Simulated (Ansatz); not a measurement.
Consider the ligand exchange at a B–N bond: `BN(C)C=C` + `CC(=O)O` → `BOC(C)=O` + `C=CNC`.

Gas-phase electronic energies from Ansatz, PBE0-D4/def2-TZVP geometries. CCSD(T)/CBS is the MP2 limit (def2-TZVPP, def2-QZVPP) plus CCSD(T) − MP2 in def2-TZVPP, frozen cores. DFT in def2-TZVPP. B3LYP here is the variant with VWN-RPA as its local correlation; programs differ in this. HSE06 is defined as in plane-wave codes. Each species was taken in one conformer, which may not be the lowest.

`BN(C)C=C`:

Cartesian coordinates in Å:
```
B 1.646 0.925 -0.177
N 0.473 0.171 -0.064
C 0.455 -1.265 -0.254
C -0.747 0.773 0.241
C -1.920 0.159 0.373
H 1.584 2.106 -0.007
H 2.669 0.366 -0.439
H -0.212 -1.538 -1.077
H 0.103 -1.771 0.651
H 1.462 -1.606 -0.483
H -0.667 1.847 0.371
H -2.048 -0.908 0.253
H -2.799 0.741 0.612
```

`CC(=O)O`:

```xyz
8

C     0.819   -0.499   -0.058
C    -0.558    0.078   -0.152
O    -1.461   -0.358   -0.812
O    -0.686    1.181    0.608
H     1.553    0.244   -0.377
H     1.043   -0.751    0.980
H     0.887   -1.385   -0.682
H    -1.596    1.489    0.492
```

`BOC(C)=O`:

Z-matrix (Å, degrees):
```
C
C 1 1.492
H 1 1.092 2 109.3
H 1 1.092 2 109.8 3 -117.1
H 1 1.087 2 110.0 3 121.2
O 2 1.377 1 110.9 3 58.2
O 2 1.191 1 126.5 3 -119.7
B 6 1.364 2 122.4 1 153.2
H 8 1.194 6 115.5 2 173.6
H 8 1.193 6 120.5 2 -8.5
```

`C=CNC`:

```xyz
11

C    -1.848   -0.433   -0.616
C    -0.664   -0.499   -0.004
N     0.513    0.080   -0.417
C     1.500    0.449    0.567
H    -2.001    0.159   -1.512
H    -2.687   -0.998   -0.238
H    -0.553   -1.098    0.897
H     0.406    0.744   -1.169
H     1.204    1.302    1.194
H     1.689   -0.402    1.226
H     2.441    0.696    0.072
```

| level | ΔE (kJ/mol) |
| --- | --- |
| B3LYP-D4 | 48.3 |
| r2SCANh-D4 | 51.8 |
| HSE06-D4 | 54.1 |
| B3LYP | 44.0 |
| CAM-B3LYP | 45.3 |
| CCSD(T)/def2-TZVPP | 54.0 |
| HF/CBS(def2) | 31.0 |
| MP2/CBS(def2) | 57.6 |

Q: What does CCSD(T)/CBS give? (Best estimate.)

A: The calculation gave: +54.1 kJ/mol. The listed levels differ from it by -5.8, -2.3, 0.0, -10.1, -8.8, -0.1, -23.1, 3.5 kJ/mol.

Largest T1 diagnostic among the species: 0.015.

In def2-TZVPP, CCSD(T) changes the Hartree–Fock value by +22.0 kJ/mol (the triples alone add +3.0 kJ/mol) and MP2 by +25.5 kJ/mol. At CCSD(T), def2-SVP lies −3.7 kJ/mol from the extrapolated value and def2-TZVPP −0.0 kJ/mol. The D4 term adds +4.3 kJ/mol with B3LYP and +2.2 kJ/mol with PBE0; it sums over pairs of atoms, weighted by their polarisabilities, and B3LYP, whose exchange is more repulsive, gets the larger term.

CCSD(T)/CBS has its own doubt, a few kJ/mol and more with outer-core shells, so smaller differences from it don't rank the levels.
